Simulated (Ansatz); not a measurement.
Rutile RuO2 was calculated with BLYP in Ansatz (PAW).

Settings: plane-wave cutoff 520 eV, 12×12×18 k mesh (along the axes of the cell as run), Fermi–Dirac smearing 0.05 eV, no spin polarisation, scalar-relativistic PAW data made under PBE.

The cell is scaled about its equilibrium volume:

Shape and atoms are relaxed at each volume.

| V (Å³/atom) | P (GPa) | c (Å) | a (Å) |
|---|---|---|---|
| 10.574 | 10.35 | 3.127 | 4.505 |
| 10.795 | 4.89 | 3.139 | 4.542 |
| 11.015 | 0.01 | 3.152 | 4.579 |
| 11.235 | -4.33 | 3.164 | 4.616 |
| 11.455 | -8.18 | 3.177 | 4.652 |

Note: the bulk modulus comes from volumes at which shape and atoms were relaxed.

Ansatz is a program for electronic structure.
